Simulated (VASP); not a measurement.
# ZnS (F-43m) in VASP: settings compared, part 2 of 3

VASP 6.6.1. Earlier steps stand in the parts before.

## 3. Dielectric tensor, PBE

File INCAR:

```
PREC     = Accurate       # precision mode
ENCUT    = 800            # plane-wave cutoff, eV
EDIFF    = 1E-8           # SCF threshold, eV
ISMEAR   = 0              # smearing method
SIGMA    = 0.01           # smearing width, eV
LREAL    = F              # projectors in reciprocal space
LASPH    = T              # aspherical terms in the spheres
NELM     = 100            # most SCF steps
ALGO     = Normal         # electronic algorithm
ISIF     = 2              # what is computed and relaxed
LWAVE    = F              # write WAVECAR
LCHARG   = F              # write CHGCAR
GGA      = PE             # functional
LEPSILON = T              # dielectric tensor by DFPT
```

File KPOINTS:

```
regular mesh
0
Gamma
  12 12 12
```

File POSCAR:

```
ZnS
1.0
    0.0000000000      2.7020000000      2.7020000000
    2.7020000000      0.0000000000      2.7020000000
    2.7020000000      2.7020000000      0.0000000000
Zn S
1 1
Direct
    0.7500000000      0.7500000000      0.7500000000
    0.0000000000      0.0000000000      0.0000000000
```

Potentials or basis: VASP PAW PBE potentials, release 64 (Zn, S).

Run with:

```
$ cat potpaw_PBE.64/Zn/POTCAR potpaw_PBE.64/S/POTCAR > POTCAR
$ mpirun -np 1 vasp_std > vasp.out
```

OUTCAR:

```text
PREC = Accurate
   ENCUT = 800
   EDIFF = 1E-8
   ISMEAR = 0
   LREAL = F
   LASPH = T
   NELM = 100
   ISIF = 2
   GGA = PE
   LEPSILON = T

 ion  position               nearest neighbor table
   1  0.750  0.750  0.750-   2 2.34   2 2.34   2 2.34   2 2.34
   2  0.000  0.000  0.000-   1 2.34   1 2.34   1 2.34   1 2.34

  LATTYP: Found a face centered cubic cell.
 ALAT       =     5.4040000000

  Lattice vectors:

 A1 = (   0.0000000000,   2.7020000000,   2.7020000000)
 A2 = (   2.7020000000,   0.0000000000,   2.7020000000)
 A3 = (   2.7020000000,   2.7020000000,   0.0000000000)

Analysis of symmetry for initial positions (statically):
=====================================================================
 Subroutine PRICEL returns:
 Original cell was already a primitive cell.

 Routine SETGRP: Setting up the symmetry group for a
 face centered cubic supercell.

 Subroutine GETGRP returns: Found 24 space group operations
 (whereof 24 operations were pure point group operations)
 out of a pool of 48 trial point group operations.

The static configuration has the point symmetry T_d .

Analysis of symmetry for dynamics (positions and initial velocities):
=====================================================================
 Subroutine PRICEL returns:
 Original cell was already a primitive cell.

 Routine SETGRP: Setting up the symmetry group for a
 face centered cubic supercell.

 Subroutine GETGRP returns: Found 24 space group operations
 (whereof 24 operations were pure point group operations)
 out of a pool of 48 trial point group operations.

The dynamic configuration has the point symmetry T_d .

 Subroutine INISYM returns: Found 24 space group operations
 (whereof 24 operations are pure point group operations),
[... 562 lines left out ...]
 ------------------------------------------------------
           6.297768     0.000000     0.000000
           0.000000     6.297768    -0.000000
           0.000000     0.000000     6.297768
 ------------------------------------------------------

 Free energy of the ion-electron system (eV)
  ---------------------------------------------------
  ---------------------------------------------------
  free energy    TOTEN  =        -0.58019248 eV

  energy without entropy =       -0.58019248

------------------------ aborting loop because EDIFF is reached ----------------------------------------

--------------------------------------- Ionic step        2  -------------------------------------------

------------------------ aborting loop because EDIFF is reached ----------------------------------------

--------------------------------------- Ionic step        3  -------------------------------------------

 Free energy of the ion-electron system (eV)
  ---------------------------------------------------
  ---------------------------------------------------
  free energy    TOTEN  =        -0.58019215 eV

  energy without entropy =       -0.58019215

------------------------ aborting loop because EDIFF is reached ----------------------------------------

 PIEZOELECTRIC TENSOR FIELD DIRECTION 3  (e Angst)
 -----------------------------------------------------------------------------
    -0.00081 -1.66052  0.00000           ( -0.00000  0.01576  0.00000)
    -1.66052 -0.00081  0.00000           (  0.01576 -0.00000  0.00000)
     0.00000  0.00000 -0.00015           (  0.00000  0.00000 -0.00000)

 PIEZOELECTRIC TENSOR FIELD DIRECTION 3  (C/m^2)
 -----------------------------------------------------------------------------
    -0.00033 -0.67433  0.00000
    -0.67433 -0.00033  0.00000
     0.00000  0.00000 -0.00006

 MACROSCOPIC STATIC DIELECTRIC TENSOR (including local field effects in DFT)
 ------------------------------------------------------
           5.910830     0.000000    -0.000000
          -0.000000     5.910830     0.000000
           0.000000    -0.000000     5.910830
 ------------------------------------------------------

 PIEZOELECTRIC TENSOR (including local field effects)  for field in x, y, z        (e  Angst)
          XX          YY          ZZ          XY          YZ          ZX
  --------------------------------------------------------------------------------
  x     0.00000     0.00000     0.00000     0.00000    -1.66882    -0.00000
  y    -0.00000    -0.00000     0.00000     0.00000     0.00000    -1.66882
  z     0.00000     0.00000     0.00000    -1.66882     0.00000     0.00000

 PIEZOELECTRIC TENSOR (including local field effects)  for field in x, y, z        (C/m^2)
          XX          YY          ZZ          XY          YZ          ZX
  --------------------------------------------------------------------------------
  x     0.00000     0.00000     0.00000     0.00000    -0.67770    -0.00000
  y    -0.00000    -0.00000     0.00000     0.00000     0.00000    -0.67770
  z     0.00000     0.00000     0.00000    -0.67770     0.00000     0.00000

 BORN EFFECTIVE CHARGES (including local field effects) (in |e|, cummulative output)
 ---------------------------------------------------------------------------------
 ion    1
    1     2.00629    -0.00000    -0.00000
    2     0.00000     2.00629    -0.00000
    3     0.00000     0.00000     2.00629
 ion    2
    1    -2.00629     0.00000     0.00000
    2    -0.00000    -2.00629     0.00000
    3    -0.00000    -0.00000    -2.00629
```

OSZICAR:

```text
N       E                     dE             d eps       ncg     rms          rms(c)
DAV:   1     0.963685290251E+02    0.96369E+02   -0.11309E+04  1872   0.220E+03
DAV:   2     0.262086391921E+00   -0.96106E+02   -0.90822E+02  1937   0.345E+02
DAV:   3    -0.715963907205E+01   -0.74217E+01   -0.72416E+01  2372   0.824E+01
DAV:   4    -0.727356339887E+01   -0.11392E+00   -0.11383E+00  2062   0.106E+01
[... 11 lines left out ...]
RMM:   8    -0.580186442548E+00   -0.10612E-03   -0.21925E-06 13403   0.110E-02    0.198E-03
RMM:   9    -0.580181026895E+00    0.54157E-05   -0.69311E-07 13028   0.425E-03    0.581E-04
RMM:  10    -0.580191503350E+00   -0.10476E-04   -0.53331E-07 13432   0.104E-03    0.225E-04
RMM:  11    -0.580194625416E+00   -0.31221E-05    0.94279E-08 12333   0.402E-04    0.126E-04
RMM:  12    -0.580192060808E+00    0.25646E-05    0.15872E-07 11494   0.249E-04    0.137E-05
RMM:  13    -0.580192154389E+00   -0.93582E-07   -0.37623E-08  7685   0.881E-05    0.524E-06
```

stdout:

```text
POSCAR found type information on POSCAR ZnS
 POSCAR found :  2 types and       2 ions
 scaLAPACK will be used
 LDA part: xc-table for (Slater+PW92), standard interpolation
 POSCAR, INCAR and KPOINTS ok, starting setup
 FFT: planning ... GRIDC
 FFT: planning ... GRID_SOFT
 FFT: planning ... GRID
 WAVECAR not read
 entering main loop
 Linear response reoptimize wavefunctions to high precision
 Linear response G [H, r] |phi>, progress :
  Direction:   1
 Linear response G [H, r] |phi>, progress :
  Direction:   2
 Linear response G [H, r] |phi>, progress :
  Direction:   3
 Linear response to external field (no local field effect), progress :
  Direction:   1
 dielectric tensor                  component  1 :     7.038     2.681     0.652
 Linear response to external field (no local field effect), progress :
  Direction:   2
 dielectric tensor                  component  2 :     2.682     7.492    -1.049
 Linear response to external field (no local field effect), progress :
  Direction:   3
 dielectric tensor                  component  3 :     0.649    -1.048     4.364
 Linear response to external field, progress :
  Direction:   1
 dielectric tensor                  component  1 :     5.911     0.930     0.578
 Linear response to external field, progress :
  Direction:   2
 dielectric tensor                  component  2 :     0.770     5.911     0.503
 Linear response to external field, progress :
  Direction:   3
 dielectric tensor                  component  3 :     0.638     0.870     5.911
 Born effective charges drift removed
```

Run time: 16 min. Hardware: 1 thread of Intel Xeon Platinum 8488C (Sapphire Rapids), shared host; peak memory 0.74 GiB.

Results:

```yaml
Band_gap_on_the_k_mesh: 2.12 eV, direct
Electronic_dielectric_tensor_diagonal: 5.91
Born_charges_mean_of_the_diagonal: Zn +2.01; S -2.01 e
```

Levels at points of the mesh, in eV from the valence-band top:
```csv
k point,band 6,band 7,band 8,band 9,band 10,band 11,band 12,band 13
"(0.00, 0.00, 0.00)",-5.84,0.00,0.00,0.00,2.12,6.40,6.40,6.40
"(0.50, 0.00, 0.00)",-5.64,-5.29,-0.87,-0.87,3.31,6.93,6.93,8.88
"(0.50, 0.50, 0.00)",-5.62,-4.56,-2.22,-2.22,3.41,4.08,10.98,11.97
```

Electronic dielectric tensor:
```
5.91 0.00 0.00
0.00 5.91 0.00
0.00 0.00 5.91
```

Born effective charge tensors (e):
atom 1, Zn
```
2.01 0.00 0.00
0.00 2.01 0.00
0.00 0.00 2.01
```
atom 2, S
```
-2.01  0.00  0.00
 0.00 -2.01  0.00
 0.00  0.00 -2.01
```

## 4. Dielectric tensor, PBE

INCAR, as its differences from that of step 3:

```diff
@@ -1,3 +1,3 @@
 PREC     = Accurate       # precision mode
-ENCUT    = 800            # plane-wave cutoff, eV
+ENCUT    = 600            # plane-wave cutoff, eV
 EDIFF    = 1E-8           # SCF threshold, eV
```

File KPOINTS:

```
regular mesh
0
Gamma
  10 10 10
```

POSCAR is that of step 3.

Potentials or basis: VASP PAW PBE potentials, release 64 (Zn, S).

Run with:

```
$ cat potpaw_PBE.64/Zn/POTCAR potpaw_PBE.64/S/POTCAR > POTCAR
$ mpirun -np 1 vasp_std > vasp.out
```

OUTCAR:

```text
PREC = Accurate
   ENCUT = 600
   EDIFF = 1E-8
   ISMEAR = 0
   LREAL = F
   LASPH = T
   NELM = 100
   ISIF = 2
   GGA = PE
   LEPSILON = T

 Found     47 irreducible k-points:

 Following reciprocal coordinates:
            Coordinates               Weight
  0.000000  0.000000  0.000000      1.000000
  0.100000  0.000000  0.000000      8.000000
  0.200000  0.000000  0.000000      8.000000
  0.300000  0.000000  0.000000      8.000000
  0.400000  0.000000  0.000000      8.000000
  0.500000  0.000000  0.000000      4.000000
   k-points           NKPTS =     47   k-points in BZ     NKDIM =     47   number of bands    NBANDS=     13
   number of dos      NEDOS =    301   number of ions     NIONS =      2
   total plane-waves  NPLWV =  32768
   dimension x,y,z NGX =    32 NGY =   32 NGZ =   32
   dimension x,y,z NGXF=    64 NGYF=   64 NGZF=   64
   ions per type =               1   1
   NGX,Y,Z   is equivalent  to a cutoff of  13.92, 13.92, 13.92 a.u.
   NGXF,Y,Z  is equivalent  to a cutoff of  27.84, 27.84, 27.84 a.u.
 SYSTEM =  unknown system
   PREC   = accura    normal or accurate (medium, high low for compatibility)
   ISTART =      0    job   : 0-new  1-cont  2-samecut
   ICHARG =      2    charge: 1-file 2-atom 10-const
   ISPIN  =      1    spin polarized calculation?
   LNONCOLLINEAR =      F non collinear calculations
   LSORBIT =      F    spin-orbit coupling
   LASPH  =      T    aspherical Exc in radial PAW
[... 206 lines left out ...]
  free energy    TOTEN  =        -0.58204484 eV

  energy without entropy =       -0.58204484

------------------------ aborting loop because EDIFF is reached ----------------------------------------

 PIEZOELECTRIC TENSOR FIELD DIRECTION 3  (e Angst)
 -----------------------------------------------------------------------------
    -0.00078 -1.66013  0.00000           ( -0.00000  0.01769  0.00000)
    -1.66013 -0.00078  0.00000           (  0.01769 -0.00000  0.00000)
     0.00000  0.00000 -0.00025           (  0.00000  0.00000 -0.00000)

 PIEZOELECTRIC TENSOR FIELD DIRECTION 3  (C/m^2)
 -----------------------------------------------------------------------------
    -0.00032 -0.67417  0.00000
    -0.67417 -0.00032  0.00000
     0.00000  0.00000 -0.00010

 MACROSCOPIC STATIC DIELECTRIC TENSOR (including local field effects in DFT)
 ------------------------------------------------------
           5.928438     0.000000    -0.000000
          -0.000000     5.928438     0.000000
           0.000000     0.000000     5.928438
 ------------------------------------------------------

 PIEZOELECTRIC TENSOR (including local field effects)  for field in x, y, z        (e  Angst)
          XX          YY          ZZ          XY          YZ          ZX
  --------------------------------------------------------------------------------
  x    -0.00000     0.00000     0.00000     0.00000    -1.67085     0.00000
  y    -0.00000     0.00000     0.00000    -0.00000     0.00000    -1.67085
  z     0.00000     0.00000    -0.00000    -1.67085    -0.00000     0.00000

 PIEZOELECTRIC TENSOR (including local field effects)  for field in x, y, z        (C/m^2)
          XX          YY          ZZ          XY          YZ          ZX
  --------------------------------------------------------------------------------
  x    -0.00000     0.00000     0.00000     0.00000    -0.67852     0.00000
  y    -0.00000     0.00000     0.00000    -0.00000     0.00000    -0.67852
  z     0.00000     0.00000    -0.00000    -0.67852    -0.00000     0.00000

 BORN EFFECTIVE CHARGES (including local field effects) (in |e|, cummulative output)
 ---------------------------------------------------------------------------------
 ion    1
    1     2.00777     0.00000    -0.00000
    2     0.00000     2.00777     0.00000
    3     0.00000     0.00000     2.00777
 ion    2
    1    -2.00777    -0.00000     0.00000
    2     0.00000    -2.00777    -0.00000
    3    -0.00000    -0.00000    -2.00777
```

stdout:

```text
POSCAR found type information on POSCAR ZnS
 POSCAR found :  2 types and       2 ions
 scaLAPACK will be used
 LDA part: xc-table for (Slater+PW92), standard interpolation
 POSCAR, INCAR and KPOINTS ok, starting setup
 FFT: planning ... GRIDC
 FFT: planning ... GRID_SOFT
 FFT: planning ... GRID
 WAVECAR not read
 entering main loop
 Linear response reoptimize wavefunctions to high precision
 Linear response G [H, r] |phi>, progress :
  Direction:   1
 Linear response G [H, r] |phi>, progress :
  Direction:   2
 Linear response G [H, r] |phi>, progress :
  Direction:   3
 Linear response to external field (no local field effect), progress :
  Direction:   1
 dielectric tensor                  component  1 :     7.099     2.694     0.673
 Linear response to external field (no local field effect), progress :
  Direction:   2
 dielectric tensor                  component  2 :     2.694     7.476    -1.007
 Linear response to external field (no local field effect), progress :
  Direction:   3
 dielectric tensor                  component  3 :     0.670    -1.006     4.369
 Linear response to external field, progress :
  Direction:   1
 dielectric tensor                  component  1 :     5.928     1.023     0.600
 Linear response to external field, progress :
  Direction:   2
 dielectric tensor                  component  2 :     0.917     5.928     0.497
 Linear response to external field, progress :
  Direction:   3
 dielectric tensor                  component  3 :     0.741     0.882     5.928
 Born effective charges drift removed
```

It took 5.4 min on 1 thread of Intel Xeon Platinum 8488C (Sapphire Rapids), shared host; peak memory 0.38 GiB.

The run converged, but some of its settings lie outside the range that counts as converged, so its numbers aren't taken as properties of the crystal.

What came out:

```
Band gap on the k mesh                  : 2.11 eV, direct
Electronic dielectric tensor (diagonal) : 5.93
Born charges (mean of the diagonal)     : Zn +2.01; S -2.01 e
```

[end of part 2 of 3]
